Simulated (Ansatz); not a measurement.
Wanted: the native input for an Ansatz 0.2.0 run.

- Task: elastic constants
- Functional: PBEsol
- Potentials or basis: Ansatz PAW
- Cutoff: 420 eV (not typed: the program's choice for these potentials)
- k mesh: 8 × 2 × 6
- Occupations: fixed
- Spin: no spin polarisation
- Atoms under strain: relaxed

Slab: P, a slab with vacuum.

```
CELL_PARAMETERS angstrom
3.28373 0.00000 0.00000
0.00000 34.85703 0.00000
0.00000 0.00000 4.63208
ATOMIC_POSITIONS crystal
P 0.50000 0.97026 0.90785
P 0.50000 0.02974 0.09215
P 0.00000 0.02974 0.40785
P 0.00000 0.97026 0.59215
```

The input as run:

input.yaml

```yaml
crystal:
  lattice:
    - [3.28372772, 0.0, 0.0]
    - [0.0, 34.85703099, 0.0]
    - [0.0, 0.0, 4.63208471]
  atoms:
    - { symbol: P, position: [0.5, 0.97026143, 0.90784928] }
    - { symbol: P, position: [0.5, 0.02973857, 0.09215072] }
    - { symbol: P, position: [0.0, 0.02973857, 0.40784928] }
    - { symbol: P, position: [0.0, 0.97026143, 0.59215072] }
hamiltonian:
  xc: pbesol
  pseudopotentials: { kind: paw }
kpoints:
  mp_grid: { grid: [8, 2, 6] }
scf:
  occupations: { method: fixed }
output:
  forces: true
  stress: true
elastic:
  mode: relaxed_ion
  stencil: two_point
```

Potentials or basis: Ansatz PAW.

Command:

```bash
$ ansatz run input.yaml --threads 2 --pin off --max-ram 5632MiB --backend cpu --events-out ev --progress --plain --runs-dir out
```

It gave:

```
Band gap on the k mesh : 0.91 eV, direct
Voigt bulk modulus     : 5 GPa
```

Caveat: the elastic tensor has a negative eigenvalue, so either the cell is unstable as it stands or the mesh is too thin; the PAW data sets come from PBE, with cores solved anew for the run's functional, which leaves a small shift of forces and pressure.

It took 8.6 min on 2 threads of Arm Neoverse V1 (shared host), peak memory 0.94 GiB.
